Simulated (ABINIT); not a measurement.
The system is CsH.

```xyz
2
Lattice="0.0000 3.1880 3.1880 3.1880 0.0000 3.1880 3.1880 3.1880 0.0000" Properties=species:S:1:pos:R:3 pbc="T T T"
Cs    0.0000    0.0000    0.0000
H     3.1880    3.1880    3.1880
```

| Quantity | Value |
| --- | --- |
| Program | ABINIT 10.8.3 (patched build) |
| Task | relaxation of cell and atoms |
| Functional | LDA |
| Potentials or basis | PseudoDojo NC SR LDA v0.4.1 standard |
| Cutoff | 1007 eV |
| k mesh | 5 × 5 × 5 |
| Occupations | fermi-dirac, width 0.05 eV |
| Spin | no spin polarisation |

At the start: pressure -1.3 GPa; volume 32.40 Å³/atom.

Q: How do energy, volume and symmetry change on relaxing?

A: Over 5 steps the energy falls by 18.2 meV/atom and the volume is 28.27 Å³/atom (-12.8 %); space group Fm-3m (No. 225, to 0.05 Å).

Step by step:
| step | energy change (eV) | largest force (eV/Å) | pressure (GPa) | volume (Å³) |
| --- | --- | --- | --- | --- |
| 1 | 0.0000 | 0.0000 | -1.27 | 64.80 |
| 2 | -0.0020 | 0.0000 | -1.24 | 64.55 |
| 3 | -0.0354 | 0.0000 | 0.27 | 55.31 |
| 4 | -0.0364 | 0.0000 | -0.04 | 56.71 |
| 5 | -0.0364 | 0.0000 | 0.00 | 56.54 |

Final structure:
```yaml
crystal:
  lattice:
    - [0.00000, 3.04627, 3.04627]
    - [3.04627, 0.00000, 3.04627]
    - [3.04627, 3.04627, 0.00000]
  atoms:
    - { symbol: Cs, position: [0.00000, 0.00000, 0.00000] }
    - { symbol: H, position: [0.50000, 0.50000, 0.50000] }
```

Caveat: the volume moved by -13 % from the deposited cell, more than functionals usually miss.
